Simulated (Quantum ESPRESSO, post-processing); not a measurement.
# 2H-WSe2, 1 layer, rectangular cell, stepped through strain along the second axis, part 7 of 7

Wanted: a table for 2H-WSe2, 1 layer, rectangular cell against strain along the second axis, and what can be fitted to it.

Quantum ESPRESSO 7.5; plane-wave DFT, PBE, GBRV ultrasoft pseudopotentials.

So far. Step 9 (Relaxing the ions, 3 %): The relaxation lowers the energy by 2 meV an atom.

## Step 11: Relaxation with pw.x, 4 %

Contents of m8.relax.in:

```
&control
  prefix = 'm8.relax'
  outdir = './out'
  pseudo_dir = './pseudo'
  nstep = 40
  forc_conv_thr = 0.0003
  calculation = 'relax'
  tstress = .true.
/
&system
  ibrav = 0
  nat = 6
  ntyp = 2
  ecutwfc = 50
  ecutrho = 250
  occupations = 'smearing'
  smearing = 'fd'
  degauss = 0.002
/
&electrons
  conv_thr = 1e-09
  mixing_beta = 0.4
  electron_maxstep = 120
  mixing_mode = 'plain'
/
&ions
/
ATOMIC_SPECIES
  Se  78.9710  se_pbe_v1.uspp.F.UPF
  W   183.8400  w_pbe_v1.2.uspp.F.UPF
CELL_PARAMETERS angstrom
  3.31811722800000 0.00000000000000 0.00000000000000
  0.00000000000000 5.97706551624000 0.00000000000000
  0.00000000000000 0.00000000000000 18.74034793400000
ATOMIC_POSITIONS crystal
  Se  0.999999999900 0.333333105300 0.410336045800
  Se  0.500000000000 0.833333114300 0.410336054800
  W   0.000000000000 0.000000387200 0.500000000000
  W   0.500000000000 0.500000507000 0.500000000000
  Se  0.999999999900 0.333333105300 0.589663954200
  Se  0.500000000000 0.833333114300 0.589663945200
K_POINTS automatic
  10 6 1 0 0 0
```

Command:

```console
$ OMP_NUM_THREADS=1 mpirun -n 4 pw.x -nk 4 -in m8.relax.in > m8.relax.out
```

What it wrote:

```text
[banner, memory and clock lines left out]
Program PWSCF v.7.5 starts
[...]
Message from routine setup:
[...]
number of electrons       =        52.00
     number of Kohn-Sham states=           31
     kinetic-energy cutoff     =      50.0000  Ry
     charge density cutoff     =     250.0000  Ry
[...]
number of k points=    24  Fermi-Dirac smearing, width (Ry)=  0.0020
[...]
Dense  grid:   167461 G-vectors     FFT dimensions: (  32,  60, 180)
[...]
negative rho (up, down):  1.304E-01 0.000E+00
     Starting wfcs are   42 randomized atomic wfcs
[...]
negative rho (up, down):  1.334E-01 0.000E+00
[...]
estimated scf accuracy    <       0.14277313 Ry
[...]
negative rho (up, down):  1.366E-01 0.000E+00
[...]
estimated scf accuracy    <       0.01921255 Ry
[...]
negative rho (up, down):  1.378E-01 0.000E+00
[...]
estimated scf accuracy    <       0.00491311 Ry
[...]
negative rho (up, down):  1.392E-01 0.000E+00
[...]
estimated scf accuracy    <       0.00257537 Ry
[...]
negative rho (up, down):  1.392E-01 0.000E+00
[...]
estimated scf accuracy    <       0.00028409 Ry
[...]
negative rho (up, down):  1.392E-01 0.000E+00
[...]
estimated scf accuracy    <       0.00013369 Ry
[...]
negative rho (up, down):  1.391E-01 0.000E+00
[...]
estimated scf accuracy    <       0.00004039 Ry
[...]
negative rho (up, down):  1.390E-01 0.000E+00
[...]
estimated scf accuracy    <       0.00000074 Ry
[...]
negative rho (up, down):  1.390E-01 0.000E+00
[...]
estimated scf accuracy    <       0.00000046 Ry
[...]
negative rho (up, down):  1.390E-01 0.000E+00
[...]
estimated scf accuracy    <          9.9E-09 Ry
[...]
negative rho (up, down):  1.390E-01 0.000E+00
[...]
estimated scf accuracy    <          1.5E-09 Ry
[...]
negative rho (up, down):  1.390E-01 0.000E+00
[...]
the Fermi energy is     0.8168 ev
!    total energy              =    -492.93053934 Ry
     estimated scf accuracy    <          6.0E-11 Ry
     smearing contrib. (-TS)   =      -0.00000000 Ry
     internal energy E=F+TS    =    -492.93053934 Ry
[...]
one-electron contribution =   -1739.41012834 Ry
     hartree contribution      =     870.63322126 Ry
     xc contribution           =    -201.17333725 Ry
     ewald contribution        =     577.01970499 Ry
     convergence has been achieved in  12 iterations
     negative rho (up, down):  1.390E-01 0.000E+00
[...]
Total force =     0.032806     Total SCF correction =     0.000021
[...]
negative rho (up, down):  1.390E-01 0.000E+00
[...]
negative rho (up, down):  1.389E-01 0.000E+00
[...]
negative rho (up, down):  1.389E-01 0.000E+00
[...]
estimated scf accuracy    <       0.00005521 Ry
[...]
negative rho (up, down):  1.388E-01 0.000E+00
[...]
estimated scf accuracy    <       0.00006855 Ry
[...]
negative rho (up, down):  1.388E-01 0.000E+00
[...]
estimated scf accuracy    <       0.00000306 Ry
[...]
negative rho (up, down):  1.388E-01 0.000E+00
[...]
estimated scf accuracy    <       0.00000207 Ry
[...]
negative rho (up, down):  1.388E-01 0.000E+00
[...]
estimated scf accuracy    <       0.00000013 Ry
[...]
negative rho (up, down):  1.388E-01 0.000E+00
[...]
estimated scf accuracy    <       0.00000017 Ry
[...]
negative rho (up, down):  1.388E-01 0.000E+00
[...]
estimated scf accuracy    <       0.00000001 Ry
[...]
negative rho (up, down):  1.388E-01 0.000E+00
[...]
estimated scf accuracy    <          3.8E-09 Ry
[...]
negative rho (up, down):  1.388E-01 0.000E+00
[...]
estimated scf accuracy    <          1.3E-09 Ry
[...]
negative rho (up, down):  1.388E-01 0.000E+00
[...]
the Fermi energy is     0.8301 ev
!    total energy              =    -492.93143514 Ry
     estimated scf accuracy    <          2.2E-10 Ry
     smearing contrib. (-TS)   =      -0.00000000 Ry
     internal energy E=F+TS    =    -492.93143514 Ry
[...]
one-electron contribution =   -1743.00215636 Ry
     hartree contribution      =     872.41987540 Ry
     xc contribution           =    -201.19761081 Ry
     ewald contribution        =     578.84845663 Ry
     convergence has been achieved in  10 iterations
     negative rho (up, down):  1.388E-01 0.000E+00
[...]
Total force =     0.021796     Total SCF correction =     0.000031
[...]
negative rho (up, down):  1.388E-01 0.000E+00
[...]
negative rho (up, down):  1.388E-01 0.000E+00
[...]
negative rho (up, down):  1.388E-01 0.000E+00
[...]
estimated scf accuracy    <       0.00006581 Ry
[...]
negative rho (up, down):  1.388E-01 0.000E+00
[...]
estimated scf accuracy    <       0.00007961 Ry
[...]
negative rho (up, down):  1.388E-01 0.000E+00
[...]
estimated scf accuracy    <       0.00000356 Ry
[...]
negative rho (up, down):  1.388E-01 0.000E+00
[...]
estimated scf accuracy    <       0.00000251 Ry
[...]
negative rho (up, down):  1.388E-01 0.000E+00
[...]
estimated scf accuracy    <       0.00000025 Ry
[...]
negative rho (up, down):  1.388E-01 0.000E+00
[...]
estimated scf accuracy    <       0.00000015 Ry
[...]
negative rho (up, down):  1.388E-01 0.000E+00
[...]
estimated scf accuracy    <       0.00000001 Ry
[...]
negative rho (up, down):  1.388E-01 0.000E+00
[...]
estimated scf accuracy    <          3.5E-09 Ry
[...]
negative rho (up, down):  1.388E-01 0.000E+00
[...]
estimated scf accuracy    <          1.3E-09 Ry
[...]
negative rho (up, down):  1.388E-01 0.000E+00
[...]
estimated scf accuracy    <          1.9E-10 Ry
[...]
negative rho (up, down):  1.388E-01 0.000E+00
[...]
the Fermi energy is     0.8429 ev
!    total energy              =    -492.93199448 Ry
     estimated scf accuracy    <          2.5E-11 Ry
     smearing contrib. (-TS)   =      -0.00000000 Ry
     internal energy E=F+TS    =    -492.93199448 Ry
[...]
one-electron contribution =   -1746.99420419 Ry
     hartree contribution      =     874.40476040 Ry
     xc contribution           =    -201.22495870 Ry
     ewald contribution        =     580.88240800 Ry
     convergence has been achieved in  11 iterations
     negative rho (up, down):  1.388E-01 0.000E+00
[...]
Total force =     0.009756     Total SCF correction =     0.000010
[...]
negative rho (up, down):  1.388E-01 0.000E+00
[...]
negative rho (up, down):  1.387E-01 0.000E+00
[...]
negative rho (up, down):  1.387E-01 0.000E+00
[...]
estimated scf accuracy    <       0.00004359 Ry
[...]
negative rho (up, down):  1.387E-01 0.000E+00
[...]
estimated scf accuracy    <       0.00004955 Ry
[...]
negative rho (up, down):  1.387E-01 0.000E+00
[...]
estimated scf accuracy    <       0.00000238 Ry
[...]
negative rho (up, down):  1.387E-01 0.000E+00
[...]
estimated scf accuracy    <       0.00000138 Ry
[...]
negative rho (up, down):  1.387E-01 0.000E+00
[...]
estimated scf accuracy    <       0.00000010 Ry
[...]
negative rho (up, down):  1.387E-01 0.000E+00
[...]
estimated scf accuracy    <       0.00000013 Ry
[...]
negative rho (up, down):  1.387E-01 0.000E+00
[...]
estimated scf accuracy    <          6.1E-09 Ry
[...]
negative rho (up, down):  1.387E-01 0.000E+00
[...]
estimated scf accuracy    <          2.4E-09 Ry
[...]
negative rho (up, down):  1.387E-01 0.000E+00
[...]
estimated scf accuracy    <          5.6E-10 Ry
[...]
negative rho (up, down):  1.387E-01 0.000E+00
[...]
estimated scf accuracy    <          6.8E-11 Ry
[...]
negative rho (up, down):  1.387E-01 0.000E+00
[...]
the Fermi energy is     0.6999 ev
!    total energy              =    -492.93213247 Ry
     estimated scf accuracy    <          7.6E-12 Ry
     smearing contrib. (-TS)   =      -0.00000000 Ry
     internal energy E=F+TS    =    -492.93213247 Ry
[...]
one-electron contribution =   -1750.30351063 Ry
     hartree contribution      =     876.05017250 Ry
     xc contribution           =    -201.24794536 Ry
     ewald contribution        =     582.56915102 Ry
     convergence has been achieved in  11 iterations
     negative rho (up, down):  1.387E-01 0.000E+00
[...]
Total force =     0.001342     Total SCF correction =     0.000006
[...]
negative rho (up, down):  1.387E-01 0.000E+00
[...]
negative rho (up, down):  1.387E-01 0.000E+00
[...]
negative rho (up, down):  1.387E-01 0.000E+00
[...]
estimated scf accuracy    <       0.00000004 Ry
[...]
negative rho (up, down):  1.387E-01 0.000E+00
[...]
estimated scf accuracy    <       0.00000001 Ry
[...]
negative rho (up, down):  1.387E-01 0.000E+00
[...]
estimated scf accuracy    <          6.9E-09 Ry
[...]
negative rho (up, down):  1.387E-01 0.000E+00
[...]
estimated scf accuracy    <          5.1E-10 Ry
[...]
negative rho (up, down):  1.387E-01 0.000E+00
[...]
estimated scf accuracy    <          1.2E-09 Ry
[...]
negative rho (up, down):  1.387E-01 0.000E+00
[...]
the Fermi energy is     0.7004 ev
!    total energy              =    -492.93213380 Ry
     estimated scf accuracy    <          9.8E-12 Ry
     smearing contrib. (-TS)   =      -0.00000000 Ry
     internal energy E=F+TS    =    -492.93213380 Ry
[...]
one-electron contribution =   -1750.31062307 Ry
     hartree contribution      =     876.05373596 Ry
     xc contribution           =    -201.24804359 Ry
     ewald contribution        =     582.57279691 Ry
     convergence has been achieved in   6 iterations
     negative rho (up, down):  1.387E-01 0.000E+00
[...]
Total force =     0.000663     Total SCF correction =     0.000005
[...]
negative rho (up, down):  1.387E-01 0.000E+00
[...]
negative rho (up, down):  1.387E-01 0.000E+00
[...]
negative rho (up, down):  1.387E-01 0.000E+00
[...]
estimated scf accuracy    <       0.00000005 Ry
[...]
negative rho (up, down):  1.387E-01 0.000E+00
[...]
estimated scf accuracy    <       0.00000003 Ry
[...]
negative rho (up, down):  1.387E-01 0.000E+00
[...]
estimated scf accuracy    <          8.2E-09 Ry
[...]
negative rho (up, down):  1.387E-01 0.000E+00
[...]
estimated scf accuracy    <          1.5E-09 Ry
[...]
negative rho (up, down):  1.387E-01 0.000E+00
[...]
estimated scf accuracy    <          7.5E-10 Ry
[...]
negative rho (up, down):  1.387E-01 0.000E+00
[...]
estimated scf accuracy    <          9.1E-11 Ry
[...]
negative rho (up, down):  1.387E-01 0.000E+00
[...]
the Fermi energy is     0.7010 ev
!    total energy              =    -492.93213422 Ry
     estimated scf accuracy    <          2.3E-12 Ry
     smearing contrib. (-TS)   =      -0.00000000 Ry
     internal energy E=F+TS    =    -492.93213422 Ry
[...]
one-electron contribution =   -1750.36459856 Ry
     hartree contribution      =     876.08060708 Ry
     xc contribution           =    -201.24846999 Ry
     ewald contribution        =     582.60032724 Ry
     convergence has been achieved in   7 iterations
     negative rho (up, down):  1.387E-01 0.000E+00
[...]
Total force =     0.000007     Total SCF correction =     0.000002
[...]
negative rho (up, down):  1.387E-01 0.000E+00
[...]
```

It took 8.1 min on 4 MPI ranks of Arm Neoverse V1, shared host; peak memory 1.8 GiB; 32 min of CPU time.

Step by step:

```
step  energy less that of the first step (eV)  largest force (eV/Å)
   1                                   0.0000                0.3985
   2                                  -0.0122                0.2692
   3                                  -0.0198                0.1236
   4                                  -0.0217                0.0197
   5                                  -0.0217                0.0095
   6                                  -0.0217                0.0001
```

The atoms that moved most (Å):

```
atom     dx      dy      dz  length
 Se1  0.000  -0.005   0.024   0.025
 Se5  0.000  -0.005  -0.024   0.025
 Se6  0.000  -0.005  -0.024   0.025
 Se2  0.000  -0.005   0.024   0.025
  W3  0.000   0.009   0.000   0.009
  W4  0.000   0.009   0.000   0.009
```

The relaxed structure:

```cif
data_structure
_symmetry_space_group_name_H-M 'P 1'
_symmetry_Int_Tables_number 1
_cell_length_a 3.3181
_cell_length_b 5.9771
_cell_length_c 18.7403
_cell_angle_alpha 90.000
_cell_angle_beta 90.000
_cell_angle_gamma 90.000
_cell_volume 371.67
loop_
_atom_site_label
_atom_site_type_symbol
_atom_site_fract_x
_atom_site_fract_y
_atom_site_fract_z
_atom_site_occupancy
Se1 Se 0.00000 0.33256 0.41163 1
Se2 Se 0.50000 0.83256 0.41163 1
W3 W 0.00000 0.00154 0.50000 1
W4 W 0.50000 0.50154 0.50000 1
Se5 Se 0.00000 0.33256 0.58837 1
Se6 Se 0.50000 0.83256 0.58837 1
```

The relaxation lowers the energy by 4 meV an atom.

Numbers from this step:

| Quantity | Value |
| --- | --- |
| free energy | -6706.6833 eV |
| Fermi energy | 0.701 eV |

## Step 12: Ground state, 4 %

Contents of m8.scf.in:

```
&control
  prefix = 'm8.scf'
  outdir = './out'
  pseudo_dir = './pseudo'
  calculation = 'scf'
  tprnfor = .true.
/
&system
  ibrav = 0
  nat = 6
  ntyp = 2
  ecutwfc = 40
  ecutrho = 200
  occupations = 'smearing'
  smearing = 'fd'
  degauss = 0.002
  nbnd = 30
/
&electrons
  conv_thr = 1e-09
  mixing_beta = 0.4
  electron_maxstep = 120
  mixing_mode = 'plain'
/
ATOMIC_SPECIES
  Se  78.9710  se_pbe_v1.uspp.F.UPF
  W   183.8400  w_pbe_v1.2.uspp.F.UPF
CELL_PARAMETERS angstrom
  3.31811722800000 0.00000000000000 0.00000000000000
  0.00000000000000 5.97706551624000 0.00000000000000
  0.00000000000000 0.00000000000000 18.74034793400000
ATOMIC_POSITIONS crystal
  Se  0.999999999900 0.332564692900 0.411628881300
  Se  0.500000000000 0.832564554100 0.411628862300
  W   0.000000000000 0.001537407000 0.500000000000
  W   0.500000000000 0.501537432500 0.500000000000
  Se  0.999999999900 0.332564692900 0.588371118700
  Se  0.500000000000 0.832564554100 0.588371137700
K_POINTS automatic
  10 6 1 0 0 0
```

Command:

```console
$ OMP_NUM_THREADS=1 mpirun -n 4 pw.x -nk 4 -in m8.scf.in > m8.scf.out
```

What it wrote:

```text
[banner, memory and clock lines left out]
Program PWSCF v.7.5 starts
[...]
Message from routine setup:
[...]
number of electrons       =        52.00
     number of Kohn-Sham states=           30
     kinetic-energy cutoff     =      40.0000  Ry
     charge density cutoff     =     200.0000  Ry
[...]
number of k points=    24  Fermi-Dirac smearing, width (Ry)=  0.0020
[...]
Dense  grid:   119613 G-vectors     FFT dimensions: (  30,  54, 160)
[...]
negative rho (up, down):  1.339E-01 0.000E+00
     Starting wfcs are   42 randomized atomic wfcs
[...]
negative rho (up, down):  1.362E-01 0.000E+00
[...]
estimated scf accuracy    <       0.14027563 Ry
[...]
negative rho (up, down):  1.388E-01 0.000E+00
[...]
estimated scf accuracy    <       0.01982242 Ry
[...]
negative rho (up, down):  1.396E-01 0.000E+00
[...]
estimated scf accuracy    <       0.00662020 Ry
[...]
negative rho (up, down):  1.409E-01 0.000E+00
[...]
estimated scf accuracy    <       0.00174272 Ry
[...]
negative rho (up, down):  1.409E-01 0.000E+00
[...]
estimated scf accuracy    <       0.00052319 Ry
[...]
negative rho (up, down):  1.409E-01 0.000E+00
[...]
estimated scf accuracy    <       0.00004660 Ry
[...]
negative rho (up, down):  1.408E-01 0.000E+00
[...]
estimated scf accuracy    <       0.00005873 Ry
[...]
negative rho (up, down):  1.408E-01 0.000E+00
[...]
estimated scf accuracy    <       0.00000062 Ry
[...]
negative rho (up, down):  1.407E-01 0.000E+00
[...]
estimated scf accuracy    <       0.00000262 Ry
[...]
negative rho (up, down):  1.407E-01 0.000E+00
[...]
estimated scf accuracy    <       0.00000025 Ry
[...]
negative rho (up, down):  1.407E-01 0.000E+00
[...]
estimated scf accuracy    <       0.00000004 Ry
[...]
negative rho (up, down):  1.407E-01 0.000E+00
[...]
estimated scf accuracy    <          8.0E-09 Ry
[...]
negative rho (up, down):  1.407E-01 0.000E+00
[...]
estimated scf accuracy    <          1.4E-09 Ry
[...]
negative rho (up, down):  1.407E-01 0.000E+00
[...]
the Fermi energy is     0.7050 ev
!    total energy              =    -492.92168813 Ry
     estimated scf accuracy    <          6.6E-12 Ry
     smearing contrib. (-TS)   =      -0.00000000 Ry
     internal energy E=F+TS    =    -492.92168813 Ry
[...]
one-electron contribution =   -1750.32957368 Ry
     hartree contribution      =     876.05838028 Ry
     xc contribution           =    -201.25082195 Ry
     ewald contribution        =     582.60032721 Ry
     convergence has been achieved in  14 iterations
     negative rho (up, down):  1.407E-01 0.000E+00
[...]
Total force =     0.000264     Total SCF correction =     0.000006
[...]
```

Elapsed: 71 s, on 4 MPI ranks; peak memory 1.3 GiB; 4.7 min of CPU time.

Numbers from this step:

| Property | Result |
| --- | --- |
| free energy | -6706.5412 eV |
| Fermi energy | 0.705 eV |
| valence top, on the run's zero | 0.02729 eV |
| conduction bottom, on the run's zero | 1.384 eV |
| gap by band count | 1.357 eV |

## Step 13: The series side by side

The series in one table, energies over the lowest:

```
strain along the second axis  energy (eV)  gap along the path (eV)  upper vacuum level over the valence top of the mesh (eV)  lower vacuum level over that top (eV)
                        -4 %       0.1306                    1.549                                                     5.033                                  5.033
                        -3 %       0.0727                    1.582                                                     5.055                                  5.055
                        -2 %       0.0324                    1.614                                                     5.076                                  5.076
                        -1 %       0.0085                    1.622                                                     5.097                                  5.097
                         0 %       0.0000                    1.558                                                     5.117                                  5.117
                         1 %       0.0058                    1.497                                                     5.137                                  5.137
                         2 %       0.0249                    1.437                                                     5.157                                  5.157
                         3 %       0.0565                    1.379                                                     5.176                                  5.176
                         4 %       0.0998                    1.324                                                     5.196                                  5.196
```

## Step 14: A check by hand

A parabola through the energies within ±2 % has E = 71.64 eV × ε² -0.177 eV × ε; for the curvature, over A = 19.070 Å² this is 71.64 × 2/19.070 × 16.02 = 120 N/m.

## Step 15: Summary of results

| Property | Result |
| --- | --- |
| in-plane stiffness along the strain | 120 N/m |
| gap along the path, at -4 % and at 4 % | 1.55, 1.32 eV |
| upper vacuum level over the valence top of the mesh, at -4 % and at 4 % | 5.03, 5.20 eV |
| lower vacuum level over that top, at -4 % and at 4 % | 5.03, 5.20 eV |

What this shows: The series holds 9 members; in-plane stiffness along the strain: 120 N/m (PBE, GBRV ultrasoft). The energy is lowest near zero strain. From -4 % to 4 % the gap along the path goes from 1.55 to 1.32 eV by way of 1.62 at -1 %. From -4 % to 4 % the upper vacuum level over the valence top of the mesh rises from 5.03 to 5.20 eV. From -4 % to 4 % the lower vacuum level over that top rises from 5.03 to 5.20 eV. Semilocal gaps are too small; the 1×1 cell can't ripple over many cells under compression as a free sheet would. No spin-orbit coupling.

[Logs are printed without paths, hosts, clocks, repeated set-up lines and the standing remarks that a program may print on its own settings, such as how far it seeks lower states.]

[Hosts, paths, dates, database ids (printed as entryN), source tags and the programs' standing remarks are cut or masked in the printed files.]

[Maps of the electrostatic potential energy from Ansatz leave out the sawtooth potential of an applied field or a dipole correction, so their vacuum need not be flat; planar profiles and work functions include it.]
